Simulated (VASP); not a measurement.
Method: revTPSS meta-GGA, VASP's PBE PAW potentials (set 64) (plane waves; VASP).

Input for VASP

**KPOINTS**
```
kpoints
0
G
6 6 6
0 0 0
```

**INCAR**
```
ALGO = Normal
EDIFF = 1E-6
EDIFFG = -0.01
ENCUT = 520
IBRION = 2
ISIF = 3
ISMEAR = 0
LASPH = T
LCHARG = F
LMAXMIX = 4
LMIXTAU = T
LREAL = F
LWAVE = F
METAGGA = RTPSS
NELM = 100
NSW = 60
PREC = Accurate
SIGMA = 0.05
SYSTEM = CsBr
```

File POSCAR:
```
CsBr
1.0
  4.3356320900   0.0000000000   0.0000000000
  0.0000000000   4.3356320900   0.0000000000
  0.0000000000   0.0000000000   4.3356320900
Cs Br
1 1
Direct
  0.0000000000   0.0000000000   0.0000000000
  0.5000000000   0.5000000000   0.5000000000
```

POTCAR, in this order: Cs_sv Br (PBE.64 set). Program: vasp_std.

The resulting files:

### OSZICAR
```
       N       E                     dE             d eps       ncg     rms          rms(c)
DAV:   1     0.150671951759E+03    0.15067E+03   -0.65727E+03   480   0.117E+03
DAV:   2     0.319814804691E+02   -0.11869E+03   -0.11224E+03   864   0.299E+02
DAV:   3     0.211931676593E+02   -0.10788E+02   -0.10718E+02   648   0.841E+01
DAV:   4     0.208923160182E+02   -0.30085E+00   -0.30030E+00   704   0.214E+01
DAV:   5     0.208879696505E+02   -0.43464E-02   -0.43434E-02   624   0.177E+00    0.183E+00
DAV:   6     0.228344500939E+02    0.19465E+01   -0.24007E+00   496   0.222E+01    0.910E-01
DAV:   7     0.234931726655E+02    0.65872E+00   -0.67329E-01   552   0.836E+00    0.642E-01
DAV:   8     0.233549772487E+02   -0.13820E+00   -0.91672E-02   596   0.258E+00    0.498E-01
DAV:   9     0.233862252634E+02    0.31248E-01   -0.22389E-02   520   0.197E+00    0.299E-01
DAV:  10     0.233323882881E+02   -0.53837E-01   -0.39233E-02   508   0.216E+00    0.833E-02
DAV:  11     0.233227205693E+02   -0.96677E-02   -0.17412E-03   576   0.501E-01    0.541E-02
DAV:  12     0.233262301718E+02    0.35096E-02   -0.11341E-03   520   0.475E-01    0.194E-02
DAV:  13     0.233218829699E+02   -0.43472E-02   -0.89526E-04   496   0.398E-01    0.206E-02
DAV:  14     0.233218754862E+02   -0.74837E-05   -0.27099E-05   616   0.771E-02    0.181E-02
DAV:  15     0.233218842842E+02    0.87980E-05   -0.11550E-04   532   0.748E-02    0.734E-03
DAV:  16     0.233218612248E+02   -0.23059E-04   -0.14763E-05   524   0.328E-02    0.373E-03
DAV:  17     0.233218584860E+02   -0.27388E-05   -0.19132E-06   464   0.142E-02    0.515E-03
DAV:  18     0.233218590457E+02    0.55976E-06   -0.18030E-06   420   0.968E-03
   1 F= 0.23321859E+02 E0= 0.23321859E+02  d E =0.233219E+02
```

**OUTCAR**
```
------------------------ aborting loop because EDIFF is reached ----------------------------------------
  FORCE on cell =-STRESS in cart. coord.  units (eV):
  Direction    XX          YY          ZZ          XY          YZ          ZX
  --------------------------------------------------------------------------------------
  Total       -0.0122511     -0.0122511     -0.0122511      0.0000000     -0.0000000     -0.0000000
  in kB       -0.2408401     -0.2408401     -0.2408401      0.0000000     -0.0000000     -0.0000000
  external PRESSURE =      -0.2408401 kB  Pullay stress =       0.0000000 kB
  volume of cell :       81.50
      direct lattice vectors                 reciprocal lattice vectors
     4.335632090  0.000000000  0.000000000     0.230646877  0.000000000  0.000000000
     0.000000000  4.335632090  0.000000000     0.000000000  0.230646877  0.000000000
     0.000000000  0.000000000  4.335632090     0.000000000  0.000000000  0.230646877
 POSITION                                       TOTAL-FORCE (eV/Angst)
 -----------------------------------------------------------------------------------
      0.00000      0.00000      0.00000         0.000000      0.000000      0.000000
      2.16782      2.16782      2.16782         0.000000      0.000000      0.000000
 -----------------------------------------------------------------------------------
    total drift:                                0.000000      0.000000     -0.000000
  FREE ENERGIE OF THE ION-ELECTRON SYSTEM (eV)
  ---------------------------------------------------
  free  energy   TOTEN  =        23.3218590457 eV

  energy  without entropy=       23.3218590457  energy(sigma->0) =       23.32185905

 reached required accuracy - stopping structural energy minimisation
```
(Selected blocks of OUTCAR.)

The compound is CsBr in the CsCl type structure. It was relaxed first. The start is the result of an earlier pass.
